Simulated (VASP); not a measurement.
## VASP 6.6.1 run: GaN

INCAR

```
ISMEAR = 0
NSW = 0
LREAL = .FALSE.
ISIF = 2
GGA = PE
ENCUT = 520
LWAVE = .FALSE.
PREC = Accurate
LCHARG = .FALSE.
NELM = 120
EDIFF = 1E-7
SIGMA = 0.05
NBANDS = 26
LASPH = .TRUE.
IBRION = -1
```

KPOINTS

```
KPOINTS created by Atomic Simulation Environment
0
Gamma
12 12 6
0 0 0
```

POSCAR

```
Ga N
 1.0000000000000000
     3.2786438574172023    0.0000000000000000    0.0000000000000000
    -1.6393219287086012    2.8393888704851022    0.0000000000000000
     0.0000000000000000    0.0000000000000000    5.3391339861000002
 Ga  N
   2   2
Cartesian
 -0.0000000000000001  1.8929259136567347 -0.0054203828648745
  1.6393219287086009  0.9464629568283673  2.6641466101851257
 -0.0000000000000001  1.8929259136567347  2.0075956276523739
  1.6393219287086009  0.9464629568283673  4.6771626207023749
```

The recommended PBE PAW datasets give the neutral cell 36 valence electrons.

Command

```
mpirun -np 1 vasp_std
```

Predict the outcome of this run.

It converged. Results: gap between bands v and c on the k mesh 1.35 eV; least direct gap on the k mesh 1.35 eV; pressure -8.2 GPa. Band v is the last that the valence electrons fill when counted band by band, and c is the next.

OSZICAR

```
N       E                     dE             d eps       ncg     rms          rms(c)
DAV:   1     0.279742658618E+03    0.27974E+03   -0.17670E+04  4282   0.250E+03
DAV:   2     0.908899344955E+01   -0.27065E+03   -0.25510E+03  4304   0.486E+02
DAV:   3    -0.267625323195E+02   -0.35852E+02   -0.35309E+02  4822   0.142E+02
DAV:   4    -0.279971068278E+02   -0.12346E+01   -0.12289E+01  4640   0.287E+01
DAV:   5    -0.280253453736E+02   -0.28239E-01   -0.28209E-01  4930   0.412E+00    0.105E+01
DAV:   6    -0.242025119721E+02    0.38228E+01   -0.10212E+01  6500   0.461E+01    0.313E+00
DAV:   7    -0.242763677985E+02   -0.73856E-01   -0.12303E+00  4214   0.908E+00    0.263E+00
DAV:   8    -0.242720205663E+02    0.43472E-02   -0.17816E-01  6474   0.443E+00    0.939E-01
DAV:   9    -0.242572963926E+02    0.14724E-01   -0.41243E-02  6038   0.322E+00    0.437E-01
DAV:  10    -0.242577309222E+02   -0.43453E-03   -0.76817E-03  4164   0.500E-01    0.117E-01
DAV:  11    -0.242577417406E+02   -0.10818E-04   -0.20709E-04  6308   0.270E-01    0.696E-02
DAV:  12    -0.242577384924E+02    0.32483E-05   -0.44700E-05  4252   0.480E-02    0.619E-02
DAV:  13    -0.242577358928E+02    0.25995E-05   -0.24654E-06  5094   0.140E-02    0.385E-02
DAV:  14    -0.242577311839E+02    0.47089E-05   -0.55972E-05  5810   0.829E-02    0.372E-02
DAV:  15    -0.242577312202E+02   -0.36310E-07   -0.67464E-06  4354   0.203E-02    0.213E-02
DAV:  16    -0.242577312003E+02    0.19876E-07   -0.55011E-07  4926   0.463E-03
   1 F= -.24257731E+02 E0= -.24257731E+02  d E =-.223321E-11
```

For comparison, a separate PBE run of the intended cell, on usual settings and not on those above, gives a gap of 1.35 eV on its mesh and a pressure of -8.2 GPa.
